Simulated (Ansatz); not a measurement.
Reactions of C3H8O2, SMILES `OCCCO`.

Isolated molecules relaxed with PBE0-D4/def2-TZVP in Ansatz; ΔE leaves out vibrations. CCSD(T)/CBS adds triple-zeta CCSD(T) − MP2 to the extrapolated MP2 energy (def2 sets, frozen cores). This one scheme is used for every species, atoms too. Functionals use def2-TZVPP. B3LYP here is the variant with VWN-RPA as its local correlation; programs differ in this. No spin–orbit coupling; open shells (•) take unrestricted orbitals. Spin–orbit coupling would lower the free atoms: a little for C, O. Each species was taken in one conformer, which may not be the lowest.

| reaction | MP2/CBS(def2) (kJ/mol) | B3LYP-D4 (kJ/mol) | CCSD/CBS(def2) (kJ/mol) | CCSD(T)/CBS(def2) (kJ/mol) |
| --- | --- | --- | --- | --- |
| `OCCCO` + `COC=O` → `COC(=O)CCO` + CH₃OH | -29 | -31 | -29 | -30 |
| `OCCCO` → 3 C• + 8 H• + 2 O• | 5112 | 5017 | 4963 | 5033 |
| `OCCCO` → `CC(O)CO` | -28 | -24 | -25 | -26 |
| `OCCCO` + H₂S → `OCCCS` + H₂O | -49 | -31 | -38 | -40 |
| `OCCCO` → `[CH2]` (triplet) + `OCCO` | 441 | 419 | 418 | 428 |
| `OCCCO` + H–F → `OCCCF` + H₂O | -4 | -13 | -9 | -7 |

Largest T1 diagnostic: 0.015, for `COC=O`.
